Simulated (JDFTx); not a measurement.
# Cr (Im-3m) in JDFTx: a series of runs

One crystal, Cr, is run at these levels: LDA, PBEsol; tasks: equation of state.

Program: JDFTx 1.7.0 (patched build). These are calculated values, not measurements. Logs are shortened: lines on timing, memory, paths and dates and some standing lists are left out, and cuts for length are marked. The log counts tension as positive stress, the text compression.

### Step 1. Starting point

Symmetry: Im-3m, No. 229, cubic system. Conventional cell: a = 2.969 Å, b = 2.969 Å, c = 2.969 Å, α = 90.00°, β = 90.00°, γ = 90.00°. Around Cr (site symmetry m-3m) lie 8 Cr at 2.57 Å.

### Step 2. Equation of state, LDA, collinear spin, ferromagnetic start, 12.30 Å³/atom (volume scaled by 0.94)

Input file Cr.in:

```
lattice Body-Centered Cubic 5.4958764412
coords-type Lattice
ion Cr     0.0000000000     0.0000000000     0.0000000000 1

ion-species pseudo/Cr.upf
elec-cutoff 47
elec-ex-corr lda-PW
kpoint-folding 12 12 12
elec-smearing Fermi 0.0018374661
elec-n-bands 14
spintype z-spin
initial-magnetic-moments Cr 3
elec-initial-magnetization 3 no
electronic-SCF nIterations 100 energyDiffThreshold 1e-09
electronic-minimize nIterations 30 energyDiffThreshold 1e-7
forces-output-coords Cartesian

dump-name run.$VAR
dump End Ecomponents EigStats BandEigs Kpoints Forces Stress ElecDensity Dtot
```

Potentials or basis: PseudoDojo-SR-LDA-0.4.1-standard.

The run is started by

```bash
$ jdftx -c 1 -i Cr.in -o Cr.out
```

Standard output:

```text
*************** JDFTx 1.7.0 (patched build) ***************

Input parsed successfully to the following command list (including defaults):
[... the input with its defaults ...]

---------- Setting up symmetries ----------

Found 48 point-group symmetries of the bravais lattice
Found 48 space-group symmetries with basis
Applied RMS atom displacement 0 bohrs to make symmetries exact.

---------- Initializing the Grid ----------
R =
[     -2.74794      2.74794      2.74794  ]
[      2.74794     -2.74794      2.74794  ]
[      2.74794      2.74794     -2.74794  ]
unit cell volume = 83.0005
G =
[ -6.30746e-18    1.14325    1.14325  ]
[    1.14325 -6.30746e-18    1.14325  ]
[    1.14325    1.14325 -6.30746e-18  ]
Minimum fftbox size, Smin = [  32  32  32  ]
Chosen fftbox size, S = [  32  32  32  ]

---------- Exchange Correlation functional ----------
Initalized Slater LDA exchange.
Initalized Perdew-Wang LDA correlation.

---------- Setting up pseudopotentials ----------
Width of ionic core gaussian charges (only for fluid interactions / plotting) set to 0

Reading pseudopotential file 'pseudo/Cr.upf':
  'Cr' pseudopotential, 'SLA  PW   NOGX NOGC' functional
  Generated using ONCVPSP code by D. R. Hamann
  14 valence electrons, 4 orbitals, 6 projectors, 1001 radial grid points, with lMax = 2
    3S    l: 0   occupation:  2.0   eigenvalue: -2.703280
    3P    l: 1   occupation:  6.0   eigenvalue: -1.666534
    3D    l: 2   occupation:  5.0   eigenvalue: -0.114984
    4S    l: 0   occupation:  1.0   eigenvalue: -0.154032
  Core radius for overlap checks: 1.64 bohrs.

Initialized 1 species with 1 total atoms.

Folded 1 k-points by 12x12x12 to 1728 k-points.

---------- Setting up k-points, bands, fillings ----------
Reduced to 72 k-points under symmetry.
Computing the number of bands and number of electrons
Calculating initial fillings.
nElectrons:  14.000000   nBands: 14   nStates: 144

----- Setting up reduced wavefunction bases (one per k-point) -----
average nbasis = 1277.399 , ideal nbasis = 1277.385

---------- Setting up ewald sum ----------
Optimum gaussian width for ewald sums = 1.715753 bohr.
Real space sum over 2197 unit cells with max indices [  6  6  6  ]
Reciprocal space sum over 2197 terms with max indices [  6  6  6  ]

---------- Allocating electronic variables ----------
Initializing wave functions:  linear combination of atomic orbitals
Note: number of bands (14) exceeds available atomic orbitals (10)
Cr (M=3) pseudo-atom majority spin occupations:   s ( 1 1 )  p ( 3 )  d ( 3.5 )
Cr (M=3) pseudo-atom minority spin occupations:   s ( 1 1 )  p ( 3 )  d ( 0.5 )
	FillingsUpdate:  mu: +0.507294573  nElectrons: 14.000000  magneticMoment: [ Abs: 0.71605  Tot: +0.69732 ]
LCAOMinimize: Iter:   0  F: -86.3311910199032297  |grad|_K:  4.358e-03  alpha:  1.000e+00
	FillingsUpdate:  mu: +0.648971775  nElectrons: 14.000000  magneticMoment: [ Abs: 0.77759  Tot: +0.77759 ]
LCAOMinimize: Iter:   1  F: -86.4635888115515030  |grad|_K:  7.432e-04  alpha:  4.040e-01  linmin: -3.902e-02  cgtest:  4.185e-01
LCAOMinimize: Encountered beta<0, resetting CG.
[... 13 lines of inner loops ...]
LCAOMinimize: Iter:   7  F: -86.4734202715140299  |grad|_K:  1.523e-07  alpha:  9.287e-01  linmin: -5.575e-04  cgtest:  4.743e-02
	FillingsUpdate:  mu: +0.656545192  nElectrons: 14.000000  magneticMoment: [ Abs: 0.00488  Tot: +0.00236 ]
LCAOMinimize: Iter:   8  F: -86.4734202718723282  |grad|_K:  4.736e-08  alpha:  1.090e+00  linmin: -4.470e-03  cgtest:  1.353e-02
LCAOMinimize: Converged (|Delta F|<1.000000e-06 for 2 iters).

-------- Electronic minimization -----------
Will mix electronic density at each iteration.
	FillingsUpdate:  mu: +0.656545192  nElectrons: 14.000000  magneticMoment: [ Abs: 0.00488  Tot: +0.00236 ]
	FillingsUpdate:  mu: +0.654335944  nElectrons: 14.000000  magneticMoment: [ Abs: 0.00488  Tot: +0.00236 ]
SCF: Cycle:  0   F: -86.481166664945718   dF: -7.746e-03   |Residual|: 3.792e-02   |deigs|: 5.677e-01
	FillingsUpdate:  mu: +0.659789387  nElectrons: 14.000000  magneticMoment: [ Abs: 0.00085  Tot: +0.00038 ]
SCF: Cycle:  1   F: -86.481803488474910   dF: -6.368e-04   |Residual|: 1.160e-02   |deigs|: 1.690e-02
	FillingsUpdate:  mu: +0.658519609  nElectrons: 14.000000  magneticMoment: [ Abs: 0.00012  Tot: +0.00005 ]
SCF: Cycle:  2   F: -86.481835750775829   dF: -3.226e-05   |Residual|: 5.168e-03   |deigs|: 3.086e-03
	FillingsUpdate:  mu: +0.658539888  nElectrons: 14.000000  magneticMoment: [ Abs: 0.00012  Tot: -0.00005 ]
SCF: Cycle:  3   F: -86.481838125365371   dF: -2.375e-06   |Residual|: 4.384e-04   |deigs|: 1.271e-03
	FillingsUpdate:  mu: +0.658471575  nElectrons: 14.000000  magneticMoment: [ Abs: 0.00012  Tot: +0.00003 ]
SCF: Cycle:  4   F: -86.481838223301366   dF: -9.794e-08   |Residual|: 2.766e-04   |deigs|: 9.394e-04
	FillingsUpdate:  mu: +0.658505671  nElectrons: 14.000000  magneticMoment: [ Abs: 0.00004  Tot: +0.00001 ]
SCF: Cycle:  5   F: -86.481838276479507   dF: -5.318e-08   |Residual|: 1.772e-05   |deigs|: 8.089e-04
	FillingsUpdate:  mu: +0.658507679  nElectrons: 14.000000  magneticMoment: [ Abs: 0.00001  Tot: -0.00000 ]
SCF: Cycle:  6   F: -86.481838278151585   dF: -1.672e-09   |Residual|: 2.073e-05   |deigs|: 4.914e-04
	FillingsUpdate:  mu: +0.658504972  nElectrons: 14.000000  magneticMoment: [ Abs: 0.00000  Tot: -0.00000 ]
SCF: Cycle:  7   F: -86.481838278596484   dF: -4.449e-10   |Residual|: 2.426e-06   |deigs|: 2.910e-04
	FillingsUpdate:  mu: +0.658504694  nElectrons: 14.000000  magneticMoment: [ Abs: 0.00000  Tot: +0.00000 ]
SCF: Cycle:  8   F: -86.481838278652035   dF: -5.555e-11   |Residual|: 1.313e-06   |deigs|: 2.106e-04
SCF: Converged (|Delta E|<1.000000e-09 for 2 iters).

Setting wave functions to eigenvectors of Hamiltonian

# Stress tensor in Cartesian coordinates [Eh/a0^3]:
[  0.000992446            0            0  ]
[            0  0.000992446            0  ]
[            0            0  0.000992446  ]

# Ionic positions in lattice coordinates:
ion Cr   0.000000000000000   0.000000000000000   0.000000000000000 1

# Forces in Cartesian coordinates:
force Cr  -0.000000000000000   0.000000000000000   0.000000000000000 1

# Energy components:
   Eewald =      -64.8931761599022536
       EH =       18.3971123392039253
     Eloc =      -61.0715641286962097
      Enl =       -6.5934018366850315
      Exc =      -13.0125090616531285
 Exc_core =        2.4521812023553471
       KE =       38.2397178752311575
-------------------------------------
     Etot =      -86.4816397701461881
       TS =        0.0001985085058478
-------------------------------------
        F =      -86.4818382786520345

IonicMinimize: Iter:   0  F: -86.481838278652035  |grad|_K:  0.000e+00
IonicMinimize: Converged (|grad|_K<1.000000e-04).

#--- Lowdin population analysis ---
# oxidation-state Cr +0.088
# magnetic-moments Cr -0.000

Dumping 'run.eigStats' ...
	eMin: -1.959292 at state 72 ( [ +0.000000 +0.000000 +0.000000 ] spin -1 )
	HOMO: +0.656545 at state 2 ( [ +0.000000 +0.000000 +0.166667 ] spin 1 )
	mu  : +0.658505
	LUMO: +0.660435 at state 83 ( [ +0.000000 +0.083333 +0.416667 ] spin -1 )
	eMax: +1.976567 at state 57 ( [ +0.250000 +0.250000 +0.250000 ] spin 1 )
	HOMO-LUMO gap: +0.003890
	Optical gap  : +0.013147 at state 59 ( [ +0.250000 +0.333333 -0.333333 ] spin 1 )
Done!
```

Wall time 56 s (1 thread of Arm Neoverse V2, shared host); peak memory 0.13 GiB.

Results:

```
Free energy            : -2353.2907 eV
Pressure               : -29.2 GPa
Band gap on the k mesh : none (metal or under the smearing width)
Net moment             : 0.00 μB per cell
Absolute moment        : 0.00 μB per cell
```

Caveat: the starting moments collapsed, and a magnetic state may lie lower.

### Step 3. Equation of state, LDA, collinear spin, ferromagnetic start, 12.56 Å³/atom (volume scaled by 0.96)

Cr.in, as its differences from that of step 2:

```diff
@@ -1,2 +1,2 @@
-lattice Body-Centered Cubic 5.4958764412
+lattice Body-Centered Cubic 5.5345810716
 coords-type Lattice
```

Potentials or basis: PseudoDojo-SR-LDA-0.4.1-standard.

The run is started by

```bash
$ jdftx -c 1 -i Cr.in -o Cr.out
```

It took 54 s on 1 thread of Arm Neoverse V2, shared host; peak memory 0.13 GiB.

Results (log left out):

```yaml
Free_energy: -2353.2403 eV
Pressure: -32.6 GPa
Band_gap_on_the_k_mesh: none (metal or under the smearing width)
Net_moment: 0.00 μB per cell
Absolute_moment: 0.00 μB per cell
```

Caveat: the cell as given lies far from equilibrium; the starting moments collapsed, and a magnetic state may lie lower.

### Step 4. Equation of state, LDA, collinear spin, ferromagnetic start, 12.82 Å³/atom (volume scaled by 0.98)

Cr.in, as its differences from that of step 3:

```diff
@@ -1,2 +1,2 @@
-lattice Body-Centered Cubic 5.5345810716
+lattice Body-Centered Cubic 5.5727518023
 coords-type Lattice
```

The run is started by

```bash
$ jdftx -c 1 -i Cr.in -o Cr.out
```

Wall time 56 s (1 thread of Arm Neoverse V2, shared host); peak memory 0.13 GiB.

The run converged. Its results:

| Item | Value |
| --- | --- |
| Free energy | -2353.1847 eV |
| Pressure | -35.5 GPa |
| Band gap on the k mesh | none (metal or under the smearing width) |
| Net moment | 0.00 μB per cell |
| Absolute moment | 0.00 μB per cell |

Caveat: the cell as given lies far from equilibrium; the starting moments collapsed, and a magnetic state may lie lower.

### Step 5. Equation of state, LDA, collinear spin, ferromagnetic start, 13.08 Å³/atom

Cr.in, as its differences from that of step 4:

```diff
@@ -1,2 +1,2 @@
-lattice Body-Centered Cubic 5.5727518023
+lattice Body-Centered Cubic 5.6104066729
 coords-type Lattice
```

The run is started by

```bash
$ jdftx -c 1 -i Cr.in -o Cr.out
```

Wall time 57 s (1 thread of Arm Neoverse V2, shared host); peak memory 0.13 GiB.

Results (log left out):

| Quantity | Value |
| --- | --- |
| Free energy | -2353.1247 eV |
| Pressure | -38.1 GPa |
| Band gap on the k mesh | none (metal or under the smearing width) |
| Net moment | 0.00 μB per cell |
| Absolute moment | 0.00 μB per cell |

Caveat: the cell as given lies far from equilibrium; the starting moments collapsed, and a magnetic state may lie lower.

(Continued in part 2 of 2.)
